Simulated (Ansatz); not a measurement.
# Hf (Im-3m) in Ansatz: equation of state

How stiff is Hf in PBEsol, and what volume does it want? The cell is scaled to several volumes.

Program: Ansatz 0.2.0. These are calculated values, not measurements. Logs are shortened: lines on timing, memory, paths and dates and some standing lists are left out, and cuts for length are marked.

**1. Starting point**

Symmetry: Im-3m, No. 229, cubic system. The conventional cell has a = 3.610 Å, b = 3.610 Å, c = 3.610 Å, α = 90.00°, β = 90.00°, γ = 90.00°. Hf (site symmetry m-3m) has 8 Hf at 3.13 Å as nearest neighbours.

This isn't the form of Hf at room conditions, which is hcp.

**2. Equation of state, PBEsol**

Potentials or basis: all-electron LAPW, scalar-relativistic.

No new run: the results of the series are fitted here.

What came out:

- Equilibrium volume: 21.32 Å³/atom (rough: see the caveat)
- Bulk modulus: 109 GPa (rough)

Energy against volume, from the lowest point:
```
volume (Å³/atom)  energy (meV/atom)
          22.112               0.00
          22.582              13.83
          23.052              33.05
          23.523              57.18
          23.993              85.75
          24.464             118.32
          24.934             154.51
```

Caveat: the minimum lies outside the volumes run. The run has no spin-orbit coupling, so splittings on Hf are missing.
